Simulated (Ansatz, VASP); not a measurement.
**Cross-check of Sn2SO between VASP and Ansatz**

Aim: how closely do two programs agree when they are given the same cell, functional and k mesh? The structure shown is the start of the Ansatz relaxation below; VASP solves that cell, so the two are compared at the walk's first step.

Method: plane waves, with VASP 6.6.1 beside it; single point at PBE, in Ansatz 0.2.0.

### 1. The starting structure

The cell holds 4 atoms: 2 Sn, 1 S and 1 O. Its edges and angles: a = 4.022 Å, b = 3.700 Å, c = 29.230 Å, α = 90.0°, β = 90.0°, γ = 90.0°. As first built, before any earlier steps moved the atoms (in the runner's words): the S of the upper face replaced by O in a single layer of SnS. Vacuum lies along c. The height across the vacuum is the one that the program set for its solve, not the one typed.

As a file:

```cif
data_structure
_symmetry_space_group_name_H-M 'P 1'
_symmetry_Int_Tables_number 1
_cell_length_a 4.0223
_cell_length_b 3.7002
_cell_length_c 29.2300
_cell_angle_alpha 90.000
_cell_angle_beta 90.000
_cell_angle_gamma 90.000
_cell_volume 435.04
loop_
_atom_site_label
_atom_site_type_symbol
_atom_site_fract_x
_atom_site_fract_y
_atom_site_fract_z
_atom_site_occupancy
Sn1 Sn 0.00000 0.00000 0.37017 1
Sn2 Sn 0.50000 0.50000 0.27729 1
S3 S 0.09910 0.00000 0.28789 1
O4 O 0.59910 0.50000 0.35958 1
```

### 2. Ansatz: relaxation, PBE

Ansatz runs on its default PAW (the set named soft_2) files.

The two programs are compared at the cell with which this relaxation starts, whose forces are those of its first step.

The input, input.yaml:

```yaml
crystal:
  lattice:
    - [4.02227172, 0.0, 0.0]
    - [0.0, 3.70023012, 0.0]
    - [0.0, 0.0, 18.92544]
  atoms:
    - { symbol: Sn, position: [0.0, 0.0, 0.57172949] }
    - { symbol: Sn, position: [0.5, 0.5, 0.42827051] }
    - { symbol: S, position: [0.0991, 0.0, 0.44463758] }
    - { symbol: O, position: [0.5991, 0.5, 0.55536242] }
  periodic: [true, true, false]
kpoints:
  mp_grid: { grid: [7, 7, 1] }
scf:
  occupations: { method: fermi_dirac, width: 0.05 }
hamiltonian:
  xc: pbe
  pseudopotentials: { kind: paw }
output:
  forces: true
  stress: true
relax:
  f_tol: 0.02
  max_steps: 50
  cell: {}
```

Run with:

```
ansatz run input.yaml --threads 4 --pin off --max-ram 8192MiB --backend cpu --events-out ev --progress --plain --runs-dir out
```

Numbers of over 12 decimals in the logs are rounded to 6 here.

The program printed:

```text
Warning: crystal.periodic: the lattice vector that does not repeat stood 0.000° off the slab's normal, 18.925 Å along it as the deck builds it. The run solves the slab on a vector along the normal, 29.230 Å long, with every atom where it was (on the deck's vector they left 16.21 Å outside them, and the widest stretch free of ions among them is 2.10 Å). A fractional position that the run reports is one of the run's ce [...]
crystal.periodic: the lattice vector that does not repeat stood 0.000° off the slab's normal, 18.925 Å along it as the deck builds it. The run solves the slab on a vector along the normal, 29.230 Å long, with every atom where it was (on the deck's vector they left 16.21 Å outside them, and the widest stretch free of ions among them is 2.10 Å). A fractional position that the run reports is one of the run's cell, which [...]
Engine: ansatz 0.2.0, x86_64-unknown-linux-gnu
Pseudopotentials: kind: paw
Pseudopotential: Sn, paw, valence charge 14, recommended cutoff 420 eV (normal), Sn.paw.azcp
Pseudopotential: S, paw, valence charge 6, recommended cutoff 420 eV (normal), S.paw.azcp
Pseudopotential: O, paw, valence charge 6, recommended cutoff 420 eV (normal), O.paw.azcp
Functional definition: PBE
  parameter kappa = 0.804
  parameter beta = 0.066725
  exchange = pbe_x(kappa = kappa, mu = beta*pi^2/3)
  correlation = pbe_c(beta = beta)
Crystal: 4 atoms, lattice volume = 435.040 Å³
Basis set: ecut = 420 eV, 8465 PW (Γ), exchange–correlation on 54×50×400 points (8 copies of the dense FFT grid, shifted against one another)
Bands: 24, of which v1, the nominal top of the filled ones, is band 20 counted from 1 (19 counted from 0)
Symmetry: 2 space group operations
Space group: Pm (ITA 6), of the structure as read, at distance tolerance 7.6e-5 Å
k-points: 16 of 49 (time reversal used)
Non-local potential: Sn, projectors of the file, l = 0: 2, l = 1: 2, l = 2: 2, l = 3: 2
Non-local potential: S, projectors of the file, l = 0: 2, l = 1: 2, l = 2: 2
Non-local potential: O, projectors of the file, l = 0: 2, l = 1: 2, l = 2: 1
PAW form: soft (Blöchl's): semilocal exchange-correlation on the pseudo side does not see the compensation charge
PAW one-centre angular grid: Sn, 590 points (default); XC on 64 Gauss nodes
PAW one-centre angular grid: S, 110 points (default); XC on 64 Gauss nodes
PAW one-centre angular grid: O, 110 points (default); XC on 64 Gauss nodes
Initial density: superposition of atomic densities (neutral atoms: chi_scale 0, normalization atom), corrected by the library's trained network
Initial wavefunctions: pseudopotential atomic-orbital guess
Functional: x = pbe(κ = 0.804, μ = 0.219515), c = pbe(β = 0.066725)
SCF iter   1: F=—  HF=-13517.362324 eV  |F-HF|=—  |Δ(HF+E_count)|=         —  Δρ=1.46e-3  dr2=1.85e-2  ethr=1.77e-3  ⟨swp⟩=11.5  Hψ=2745  notcnv=0
[...]
basis re-selected at this cell: Δ(F+E_penalty+E_count) = -7.730e-3 eV, ΔP = +0.034 N/m vs the last step (what re-selecting the basis moved, of the pressure what is left beyond the Pulay correction that the steps carried, after the strain that the cell walked since its last selection, with what the two solves' SCF thresholds leave and, on support functions, any second-order correction that the steps lacked; it is no measure of the basis error at this ecutwfc). The dense FFT grid was sized anew with the basis: this SCF ran on 32×25×200 points, the steps before it on 30×25×200, so part of this shift can come from that change (see relax.cell in the input reference). [rest of the remark cut]
Crystal: 4 atoms, lattice volume = 502.738 Å³
Basis set: ecut = 420 eV, 9743 PW (Γ), exchange–correlation on 64×50×400 points (8 copies of the dense FFT grid, shifted against one another)
iter 1 solved again at ethr=6.52e-7 eV; its pass at ethr=3.10e-3 eV (dr2=2.61e-4 eV) is discarded
SCF iter   1: F=—  HF=-13518.359843 eV  |F-HF|=—  |Δ(HF+E_count)|=         —  Δρ=2.32e-4  dr2=2.55e-4  ethr=6.52e-7  ⟨swp⟩=4.5  Hψ=3130  notcnv=0
preconditioner: auto → Resta (q_TF=auto, 1.789 Å⁻¹)  ε∞=1.4  [insulator: Δε(μ)=1.883 eV  Ē_g=16.523 eV  σ=0.050 eV  W_gap=1.00  n_scr=48 (ndim 8)  ℏωp=10.5 eV  f_vac=0.767  D(μ)=0.00/eV (n_scr^D=0)  ε∞_Penn≈1.4  vacuum switching on, ρ_ref=2.0e-2 e/Å³]
SCF iter   2: F=—  HF=-13518.359817 eV  |F-HF|=—  |Δ(HF+E_count)|=   2.59e-5  Δρ=1.57e-4  dr2=1.09e-4  ethr=6.37e-7  ⟨swp⟩=2.0  Hψ=513  notcnv=0
SCF iter   3: F=—  HF=-13518.359825 eV  |F-HF|=—  |Δ(HF+E_count)|=   8.79e-6  Δρ=1.20e-4  dr2=1.28e-4  ethr=2.73e-7  ⟨swp⟩=2.6  Hψ=594  notcnv=0
SCF iter   4: F=—  HF=-13518.359809 eV  |F-HF|=—  |Δ(HF+E_count)|=   1.69e-5  Δρ=2.38e-5  dr2=3.94e-6  ethr=2.73e-7  ⟨swp⟩=2.5  Hψ=501  notcnv=0
SCF iter   5: F=—  HF=-13518.359772 eV  |F-HF|=—  |Δ(HF+E_count)|=   3.67e-5  Δρ=1.26e-5  dr2=1.37e-6  ethr=9.85e-9  ⟨swp⟩=2.9  Hψ=661  notcnv=0
SCF iter   6: F=—  HF=-13518.359772 eV  |F-HF|=—  |Δ(HF+E_count)|=   8.17e-8  Δρ=4.53e-6  dr2=5.99e-8  ethr=3.42e-9  ⟨swp⟩=2.6  Hψ=563  notcnv=0
SCF iter   7: F=-13518.359772 eV  HF=-13518.359772 eV  |F-HF|=1.56e-9  |Δ(HF+E_count)|=   3.02e-8  Δρ=1.28e-6  dr2=8.52e-9  ethr=3.75e-11  ⟨swp⟩=7.5  Hψ=1867  notcnv=0
SCF 19 converged in 7 iterations: F = -13518.359772 eV  dr2 = 8.52e-9
relax step  19: F+E_penalty+E_count = -13518.35977183 eV  Δ(F+E_penalty+E_count) = -9.069e-5 eV  max|allowed force component| = 2.466e-3 eV/Å  Δτ_max = 0.0068 Å  P = +0.028 N/m  Ω = 502.738 Å³  energy of the carried Pulay correction = -4.532e-4 eV  fix = [c, alpha, beta]  reactions: c +0.000 N/m; beta +0.000 N/m/rad  (7 SCF iters, dr2 threshold 1.50e-8 eV, accepted)
[...]
relax step  20: F+E_penalty+E_count = -13518.35926584 eV  Δ(F+E_penalty+E_count) = +5.060e-4 eV  max|allowed force component| = 3.155e-3 eV/Å  Δτ_max = 0.0120 Å  P = +0.017 N/m  Ω = 506.591 Å³  energy of the carried Pulay correction = -1.336e-3 eV  fix = [c, alpha, beta]  reactions: c +0.000 N/m; beta +0.000 N/m/rad  (8 SCF iters, dr2 threshold 5.78e-9 eV, accepted)
[...]
relax step  21: F+E_penalty+E_count = -13518.36078199 eV  Δ(F+E_penalty+E_count) = -1.516e-3 eV  max|allowed force component| = 3.087e-3 eV/Å  Δτ_max = 0.0000 Å  P = +0.023 N/m  Ω = 506.591 Å³  fix = [c, alpha, beta]  reactions: c +0.000 N/m; beta +0.000 N/m/rad  stress off target by 3.19e-2 N/m on what of the cell is left free  SCF on the basis re-selected at this cell (its energy is not comparable with the rows above)  (7 SCF iters)
basis re-selected at this cell: Δ(F+E_penalty+E_count) = -1.516e-3 eV, ΔP = +0.005 N/m vs the last step (what re-selecting the basis moved, of the pressure what is left beyond the Pulay correction that the steps carried, after the strain that the cell walked since its last selection, with what the two solves' SCF thresholds leave and, on support functions, any second-order correction that the steps lacked; it is no m [...]
SCF converged after 7 iterations
Free energy (F): -13518.360782 eV
Harris-Foulkes:  -13518.360782 eV  (|F-HF|=3.36e-9)
Internal energy: -13518.360782 eV  (E = F + TS)
E sigma→0 (E₀):  -13518.360782 eV
Fermi energy:    -4.204298 eV
--- Per-component energies (eV) ---
  E_band       = -720.599934
  E_kinetic    = 651.027888
  E_local      = -51166.504172  (includes V_loc(G=0)·N_el)
  E_nonlocal   = 11.661862
  E_hartree    = 25450.293227
  E_xc         = -935.386692
  E_vxc        = -372.097164  (∫ρ·V_xc dr)
  E_paw        = -9027.390332  (= ΣΔE_a)
  E_vpaw       = -745.277518  (= ΣTr[D̂ρ^β])
  E_aug_tail   = 0.002386  (compensation charges beyond the density's cutoff)
  E_ewald      = 21497.935051
  E_smearing   = -0.000000  (= −TS)
  E_closure    = -0.000000  (closes the sum)
  Σ components = -13518.360782   (vs F -13518.360782, Δ=0.00e0)
--- Forces (eV/Å), atoms counted from 1 ---
  atom   1  Sn     0.00034291     0.00000000     0.00308679
  atom   2  Sn     0.00299626     0.00000000    -0.00133156
  atom   3  S     -0.00139088    -0.00000000    -0.00045078
  atom   4  O     -0.00194642    -0.00000000    -0.00130477
  max |Σ_I F_I| component: 1.88e-6 eV/Å
--- 2D stress c σ (N/m, compression-positive) ---
        0.031924      -0.000000      -0.000000
       -0.000000       0.013206       0.000000
       -0.000000       0.000000       0.000000
  P = ½ c Tr σ = 0.0226 N/m
--- Relaxed structure (18 steps of the walk, 17 accepted, 3 SCFs on fresh bases) ---
  F+E_penalty+E_count = -13518.36078199 eV   max|allowed force component| = 3.087e-3 eV/Å   (the final SCF, on the basis selected at the relaxed cell)
  cell:  # Å, volume = 506.5908 Å³
    - [4.765834, 0.0, 0]
    - [0.0, 3.636544, 0.0]
    - [0, 0.0, 29.230049]
  atoms:
    - { symbol: Sn, position: [-0.118891, 0.0, 0.372816] }
    - { symbol: Sn, position: [0.516183, 0.500000, 0.279115] }
    - { symbol: S, position: [0.136296, 0.0, 0.294080] }
    - { symbol: O, position: [0.664612, 0.500000, 0.348920] }
```

### 3. VASP: single point, PBE, start cell

The same cell, functional, mesh and smearing now go to VASP, with its own data sets.

Lines of VASP's logs that name or quote its potential files are left out, and so is its time.

The input, INCAR:

```
SYSTEM = Sn2SO
PREC = Accurate
ENCUT = 520
EDIFF = 1E-06
NELM = 120
ISMEAR = -1
SIGMA = 0.05
LREAL = .FALSE.
ALGO = Normal
GGA = PE
NBANDS = 26
LORBIT = 11
LWAVE = .FALSE.
LCHARG = .FALSE.
ISIF = 2
LDIPOL = .TRUE.
IDIPOL = 3
DIPOL = 0.5 0.5 0.324
LVHAR = .TRUE.
LASPH = .TRUE.
GGA_COMPAT = .FALSE.
EFERMI = MIDGAP
NELMDL = -8
KPAR = 2
```

The input, POSCAR:

```
Sn2SO
1.0
    4.0222720000      0.0000000000      0.0000000000
    0.0000000000      3.7002300000      0.0000000000
    0.0000000000      0.0000000000     29.2300490000
Sn S O
2 1 1
Direct
    0.0000000000      0.0000000000      0.3701749525
    0.5000000000      0.5000000000      0.2772902639
    0.0990999614      0.0000000000      0.2878873723
    0.5990999614      0.5000000000      0.3595778440
```

The input, KPOINTS:

```
Automatic mesh
0
Gamma
7 7 1
0 0 0
```

Potentials, in the order of the species: Sn_d, S and O (PBE family, release 64).

Run with:

```
mpirun -np 2 vasp_std
```

The program printed:

```text
[banner, memory and clock lines left out]
running    2 mpi-ranks, on    1 nodes
 distrk:  each k-point on    1 cores,    2 groups
 distr:  one band on    1 cores,    1 groups

 POSCAR found type information on POSCAR SnS O
 POSCAR found :  3 types and       4 ions
 LDA part: xc-table for (Slater+PW92), standard interpolation
 POSCAR, INCAR and KPOINTS ok, starting setup
 FFT: planning ... GRIDC
 FFT: planning ... GRID_SOFT
 FFT: planning ... GRID
 WAVECAR not read
 entering main loop
       N       E                     dE             d eps       ncg     rms          rms(c)
DAV:   1     0.326481180435E+03    0.32648E+03   -0.17638E+04   992   0.126E+03
DAV:   2     0.337575416500E+02   -0.29272E+03   -0.28838E+03  1012   0.288E+02
DAV:   3    -0.194402704090E+02   -0.53198E+02   -0.52668E+02  1114   0.132E+02
DAV:   4    -0.214025717863E+02   -0.19623E+01   -0.19563E+01  1010   0.308E+01
DAV:   5    -0.214479089275E+02   -0.45337E-01   -0.45298E-01  1172   0.524E+00
DAV:   6    -0.214492222988E+02   -0.13134E-02   -0.13131E-02  1150   0.783E-01
DAV:   7    -0.214492972180E+02   -0.74919E-04   -0.74919E-04  1286   0.154E-01
DAV:   8    -0.214492984362E+02   -0.12182E-05   -0.12179E-05   976   0.186E-02    0.124E+01
DAV:   9    -0.191573640443E+02    0.22919E+01   -0.16972E+01  1188   0.410E+01    0.827E+00
DAV:  10    -0.187521830942E+02    0.40518E+00   -0.57063E+00   914   0.109E+01    0.446E+00
DAV:  11    -0.187092296451E+02    0.42953E-01   -0.84732E-01  1106   0.795E+00    0.882E-01
DAV:  12    -0.187087441652E+02    0.48548E-03   -0.56737E-02  1102   0.182E+00    0.438E-01
DAV:  13    -0.187057679884E+02    0.29762E-02   -0.12961E-02  1226   0.777E-01    0.252E-01
DAV:  14    -0.187049507882E+02    0.81720E-03   -0.40998E-03  1078   0.429E-01    0.800E-02
[...]
DAV:  21    -0.187054130112E+02   -0.10540E-03   -0.49728E-06   850   0.661E-03    0.296E-03
DAV:  22    -0.187054599532E+02   -0.46942E-04   -0.29542E-06   830   0.522E-03    0.104E-03
DAV:  23    -0.187054849153E+02   -0.24962E-04   -0.82469E-07   744   0.309E-03    0.107E-03
DAV:  24    -0.187055017188E+02   -0.16803E-04   -0.59374E-07   740   0.200E-03    0.313E-04
DAV:  25    -0.187055121929E+02   -0.10474E-04   -0.46039E-07   742   0.152E-03    0.420E-04
DAV:  26    -0.187055156710E+02   -0.34782E-05   -0.81128E-08   778   0.101E-03    0.151E-04
DAV:  27    -0.187055173414E+02   -0.16704E-05   -0.31003E-08   740   0.623E-04    0.124E-04
DAV:  28    -0.187055177920E+02   -0.45056E-06   -0.62171E-09   742   0.330E-04
   1 F= -.18705518E+02 E0= -.18705518E+02  d E =-.234309E-06
```

Parts of OUTCAR (step 3):

```text
ion  position               nearest neighbor table
   1  0.000  0.000  0.370-   3 2.44   4 2.47   4 2.47
   2  0.500  0.500  0.277-   4 2.44   3 2.47   3 2.47   3 3.05   3 3.05
   3  0.099  0.000  0.288-   1 2.44   2 2.47   2 2.47   2 3.05   2 3.05
   4  0.599  0.500  0.360-   2 2.44   1 2.47   1 2.47

  LATTYP: Found a simple orthorhombic cell.
 ALAT       =     3.7002300000
 B/A-ratio  =     1.0870329682
 C/A-ratio  =     7.8995221919

 Subroutine GETGRP returns: Found  2 space group operations
 (whereof  2 operations were pure point group operations)

The static configuration has the point symmetry C_1h.

 Found     16 irreducible k-points:

   k-points           NKPTS =     16   k-points in BZ     NKDIM =     16   number of bands    NBANDS=     26

   dimension x,y,z NGX =    30 NGY =   28 NGZ =  224
   dimension x,y,z NGXF=    60 NGYF=   56 NGZF=  448

   ENCUT  =  520.0 eV  38.22 Ry    6.18 a.u.   7.48  6.88 54.35*2*pi/ulx,y,z

   NELECT =      40.0000    total number of electrons

 k-points in reciprocal lattice and weights: Automatic mesh
   0.00000000  0.00000000  0.00000000       0.020
   0.14285714  0.00000000  0.00000000       0.041
   0.28571429  0.00000000  0.00000000       0.041
   0.42857143  0.00000000  0.00000000       0.041
   0.00000000  0.14285714  0.00000000       0.041
   0.14285714  0.14285714  0.00000000       0.082
   0.28571429  0.14285714  0.00000000       0.082
   0.42857143  0.14285714  0.00000000       0.082
   0.00000000  0.28571429  0.00000000       0.041
[...]
0.28571429  0.42857143  0.00000000       0.082
   0.42857143  0.42857143  0.00000000       0.082

 dipolmoment           0.000000      0.000000      0.041062 electrons x Angstroem

 average (electrostatic) potential at core
       1-109.0279       2-109.2144       3 -94.2583       4 -76.8902

 E-fermi :  -1.9759

 k-point     1 :       0.0000    0.0000    0.0000
  band No.  band energies     occupation
    ...
     16      -6.1447      2.00000
     17      -6.0092      2.00000
     18      -4.4555      2.00000
     19      -4.4455      2.00000
     20      -2.9095      2.00000
     21      -0.9103      0.00000
     22       0.8227      0.00000
     23       1.0921      0.00000
     24       1.8376      0.00000
     25       2.1615      0.00000
    ...

 k-point     2 :       0.1429    0.0000    0.0000
  band No.  band energies     occupation
    ...
     16      -5.8840      2.00000
     17      -5.4146      2.00000
     18      -4.4208      2.00000
     19      -4.0126      2.00000
     20      -3.0030      2.00000
     21      -0.7533      0.00000
     22       0.8098      0.00000
     23       1.0802      0.00000
     24       1.5519      0.00000
     25       2.0968      0.00000
    ...

 k-point     3 :       0.2857    0.0000    0.0000
  band No.  band energies     occupation
    ...
     16      -5.5566      2.00000
     17      -4.8097      2.00000
     18      -4.3672      2.00000
     19      -3.4035      2.00000
     20      -2.9379      2.00000
     21      -0.6906      0.00000
     22       0.3004      0.00000
     23       0.7961      0.00000
     24       1.7653      0.00000
     25       1.8194      0.00000
    ...

  Total        1.9971145      2.3005871      0.6444978      0.0000000      0.0000000     -1.8571705
  in kB        7.3550199      8.4726557      2.3735714      0.0000000      0.0000000     -6.8396307
  external PRESSURE =       6.0670823 kB  Pullay stress =       0.0000000 kB

  energy-cutoff  :      520.00
  volume of cell :      435.04
      direct lattice vectors                 reciprocal lattice vectors
     4.022272000  0.000000000  0.000000000     0.248615708  0.000000000  0.000000000
     0.000000000  3.700230000  0.000000000     0.000000000  0.270253471  0.000000000
     0.000000000  0.000000000 29.230049000     0.000000000  0.000000000  0.034211369

 POSITION                                       TOTAL-FORCE (eV/Angst)
 -----------------------------------------------------------------------------------
      0.00000      0.00000     10.82023        -1.214718      0.000000      1.647505
      2.01114      1.85011      8.10521         1.701904      0.000000      0.635249
      0.39861      0.00000      8.41496        -1.246776      0.000000     -0.816650
      2.40974      1.85011     10.51048         0.759590      0.000000     -1.466104
 -----------------------------------------------------------------------------------
    total drift:                               -0.000078      0.000000      0.000082

  FREE ENERGIE OF THE ION-ELECTRON SYSTEM (eV)
  ---------------------------------------------------
  free  energy   TOTEN  =       -18.7055177920 eV

  energy  without entropy=      -18.7055175577  energy(sigma->0) =      -18.70551767

 vacuum level on the upper side and lower side of the slab         2.309         1.810

 total charge
# of ion       s       p       d       tot
------------------------------------------
    1        1.367   0.669  10.005  12.042
    2        1.337   0.829  10.031  12.196
    3        1.354   2.438   0.000   3.792
    4        1.582   3.260   0.000   4.841
--------------------------------------------------
tot          5.641   7.195  20.036  32.872

[... 3 further parts left out ...]
```

### 4. Differences

Known differences besides the potentials themselves: Ansatz cuts the interaction across the vacuum, VASP repeats the sheet with a dipole correction; the cutoff is 420 eV in Ansatz and 520 eV in VASP. Total energies have different zeros and are not compared.

Forces (eV/Å; atoms numbered as in POSCAR):

```
atom         Ansatz x, y, z           VASP x, y, z
 Sn1   -1.232, 0.000, 1.634   -1.215, 0.000, 1.648
 Sn2    1.700, 0.000, 0.647    1.702, 0.000, 0.635
  S3  -1.243, 0.000, -0.811  -1.247, 0.000, -0.817
  O4   0.775, 0.000, -1.469   0.760, 0.000, -1.466
```

The forces differ by 8.5 meV/Å r.m.s., which is 0.8 % of the r.m.s. force of 1.018 eV/Å (both taken over all components). With vacuum in the cell, a pressure given here is an average over mostly empty space and none of the material.

### 5. Results

- r.m.s. force difference (single point, PBE, start cell): 0.84 % of the r.m.s. force

In words: The r.m.s. force difference is 0.84 % of the r.m.s. force (single point, PBE, start cell), within the 3 % picked in this series as the mark of a large difference. 1 further run of this series is not shown here. Such differences can come from data sets, numerical settings and the points named under the comparisons, not from the functional's error against experiment.

[Lines on the potential files, build, host, timing and source positions are cut from VASP's logs without a mark.]

[Logs are printed without paths, hosts, clocks, repeated set-up lines and the standing remarks that a program may print on its own settings, such as how far it seeks lower states.]

[Hosts, paths, dates, database ids (printed as entryN), source tags and the programs' standing remarks are cut or masked in the printed files.]
